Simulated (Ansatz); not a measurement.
# MgB$_{2}$ under strains and displacements

The calculation used DFT PBEsol, scalar-relativistic, plane waves, PAW (Ansatz 0.2.0).

Plane waves to 420 eV, a k mesh through Γ of 14×14×10 on the computed 3-atom cell and Gaussian smearing (0.10 eV); no spin polarisation.

Reference cell:

```yaml
crystal:
  lattice:
    - [3.08500, 0.00000, 0.00000]
    - [-1.54250, 2.67169, 0.00000]
    - [0.00000, 0.00000, 3.52300]
  atoms:
    - { symbol: Mg, position: [0.00000, 0.00000, 0.00000] }
    - { symbol: B, position: [0.33333, 0.66667, 0.50000] }
    - { symbol: B, position: [0.66667, 0.33333, 0.50000] }
```

Each variant moves atoms of this cell by the vectors given, if any (Å), and then applies a symmetric strain (tensor components, Cartesian axes). The reference cell isn't relaxed at this level. Energies are per atom at zero smearing, counted from the lowest variant. Pressure is positive in compression.

1. strain (xx yy zz yz xz xy, %) 0.59 -1.54 0.31 0.00 0.00 -2.00; moves: Mg1 (-0.012, 0.018, 0.000); B2 (-0.176, 0.008, 0.000); B3 (0.188, -0.026, 0.000)
2. strain (xx yy zz yz xz xy, %) 2.22 2.95 2.99 0.03 0.26 0.50; moves: Mg1 (-0.026, 0.017, -0.019); B2 (0.010, -0.025, 0.002); B3 (0.016, 0.009, 0.017)
3. strain (xx yy zz yz xz xy, %) 2.53 -0.16 5.69 -1.00 -1.48 1.59; moves: Mg1 (-0.057, 0.091, 0.116); B2 (0.027, 0.074, -0.083); B3 (0.031, -0.165, -0.033)
4. strain (xx yy zz yz xz xy, %) -2.36 7.26 -1.13 4.56 0.00 0.00; moves: Mg1 (0.000, 0.027, -0.004); B2 (0.000, 0.013, 0.010); B3 (0.000, -0.040, -0.006)
5. strain (xx yy zz yz xz xy, %) -2.19 -2.03 6.89 2.04 1.18 0.14; moves: Mg1 (0.026, 0.045, -0.066); B2 (-0.004, -0.028, 0.033); B3 (-0.022, -0.017, 0.033)

```csv
result,ΔE (meV/atom),P (GPa),largest force (eV/Å)
A,166.3,-3.05,4.14
B,38.6,-7.97,0.33
C,16.3,-1.32,0.72
D,0.0,-12.77,0.22
E,203.6,10.85,5.86
```

**Question.** Which variant gave which result?

**Answer.** A is 3, B is 4, C is 5, D is 2, E is 1.